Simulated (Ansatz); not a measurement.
**What a change of settings does to a run on Na**

Structure: COD 9011002, as refined from experiment and not relaxed. The listed cell was then made from it by scaling, straining or moving an atom.

First run: DFT, PBE, all-electron LAPW, scalar-relativistic (Ansatz 0.2.0).

Command: `ansatz run input.yaml --threads 1 --pin off --max-ram 2048MiB --backend cpu --events-out ev --progress --plain --runs-dir out` The run took 3.8 s on 1 thread of Arm Neoverse V1, on a shared host, peak memory 0.22 GiB.

```yaml
crystal:
  lattice:
    - [-2.096325, 2.1175, 2.1175]
    - [2.1175, -2.096325, 2.1175]
    - [2.1175, 2.1175, -2.096325]
  atoms:
    - { symbol: Na, position: [0.0, 0.0, 0.0] }
kpoints:
  mp_grid: { grid: [11, 11, 11] }
scf:
  occupations: { method: fermi_dirac, width: 0.03 }
hamiltonian:
  xc: pbe
  pseudopotentials: { kind: all_electron, lapw: { basis_error: 0.0005 } }
output:
  forces: true
  stress: true
  eigenvalues: true
```

Result: converged; pressure -0.20 GPa; 6 SCF iterations.

The input is then changed:

```diff
@@ -6,8 +6,10 @@
   atoms:
     - { symbol: Na, position: [0.0, 0.0, 0.0] }
+  symmetry: { detect: false }
 kpoints:
-  mp_grid: { grid: [11, 11, 11] }
+  mp_grid: { grid: [6, 6, 6] }
 scf:
   occupations: { method: fermi_dirac, width: 0.03 }
+  n_extra_bands: 32
 hamiltonian:
   xc: pbe
```

Task: Predict the outcome of the changed run.

Result: It converged; pressure -0.10 GPa; 6 SCF iterations. Some of these settings are too coarse for converged properties.

The results part of its log:

```
SCF 1 converged in 6 iterations: F = -4420.040873 eV  dr2 = 4.32e-8
SCF converged after 6 iterations
Free energy (F): -4420.040873 eV
Harris-Foulkes:  -4420.040873 eV  (|F-HF|=2.23e-8)
Internal energy: -4420.033222 eV  (E = F + TS)
E sigma→0 (E₀):  -4420.037047 eV
Entropy (-TS):   -0.007651 eV (-7.651 meV/atom)
Fermi energy:    1.526290 eV
--- Per-component energies (eV) ---
  E_band       = -243.448462
  E_kinetic    = 4422.892795
  E_xc         = -390.655901
  E_electrostatic = -8452.270116  (all electrons and nuclei)
  E_smearing   = -0.007651  (= −TS)
  E_closure    = 0.000000  (closes the sum)
  E_atoms      = -4418.770368  (free atoms, spherical and without spin; not in F)
  Σ components = -4420.040873   (vs F -4420.040873, Δ=0.00e0)
  Basis errors (estimates in eV, not in F): energy 1.8e-5 per atom: plane waves 1.4e-5 (7.4e-6 summed), levels above the bands 0.0e0, relativity 2.6e-9, radial functions 3.4e-6, core shells 4.3e-15; eigenvalues (radial functions only) 1.5e-4; not estimated: angular momenta, meshes, grids; target (lapw.basis_error) 5.0e-4; muffin-tin radii Na 1.828 Å
--- Forces (eV/Å), atoms counted from 1 ---
  atom   1  Na    -0.00000000    -0.00000000    -0.00000000
  max |Σ_I F_I| component: 7.94e-16 eV/Å
--- Stress (GPa, compression-positive) ---
       -0.101233       0.334810       0.334810
        0.334810      -0.101233       0.334810
        0.334810       0.334810      -0.101233
  P = ⅓ Tr σ = -0.1012 GPa (-1.012 kbar)
--- Band table (eV; the first three rows and the last of 112) ---
  k-point 0: bands = ["-51.5251", "-23.4315", "-23.4315", "-23.4293", "-1.7299", "13.0244", "13.0244", "13.1176", "14.0818", "14.0818", "14.4886", "14.4886", "14.7533", "14.7561", "15.0526", "15.0526", "20.9066", "28.2949", "28.2949", "31.2334", "31.2785", "31.2785", "34.3172", "40.1365", "40.6681", "40.6681", "44.7639", "44.7639", "44.8824", "46.3149", "46.3149", "47.0754", "47.1244", "47.1244", "47.1601", "47.1601", "47.1647"]
  k-point 1: bands = ["-51.5246", "-23.4384", "-23.4330", "-23.4314", "-1.2557", "9.3398", "11.4028", "11.9266", "12.2983", "13.1663", "15.1258", "15.3197", "16.8917", "17.0175", "17.4708", "19.1518", "22.3733", "25.1109", "26.3355", "30.8750", "31.4958", "35.1645", "36.6451", "37.7245", "38.4297", "38.6676", "39.2029", "40.7652", "41.2923", "41.8997", "44.8545", "45.7854", "46.2973", "46.7298", "47.9360", "48.3632", "48.7104"]
  k-point 2: bands = ["-51.5238", "-23.4542", "-23.4384", "-23.4315", "0.1427", "5.5180", "10.0795", "10.8883", "11.0638", "12.1511", "16.3715", "16.4876", "20.2671", "20.3146", "21.2497", "21.6051", "22.4821", "24.7428", "26.9787", "30.1686", "31.6261", "31.7168", "32.4827", "33.5275", "34.9740", "37.2766", "38.0669", "40.4538", "41.0267", "41.4028", "43.8707", "44.1676", "45.5060", "46.2312", "47.1296", "49.0425", "50.0253"]
  k-point 111: bands = ["-51.5219", "-23.4562", "-23.4562", "-23.4511", "5.9762", "5.9762", "6.3004", "6.3004", "6.3303", "8.9956", "20.3449", "20.7959", "20.7959", "22.0365", "23.1242", "23.5571", "23.5571", "26.8572", "33.0660", "33.0660", "35.6710", "35.6710", "35.7238", "37.7919", "37.7919", "38.1027", "38.4280", "38.4280", "38.9398", "39.2258", "39.2314", "39.2314", "39.7554", "39.7554", "39.7588", "40.1853", "40.1853"]
```
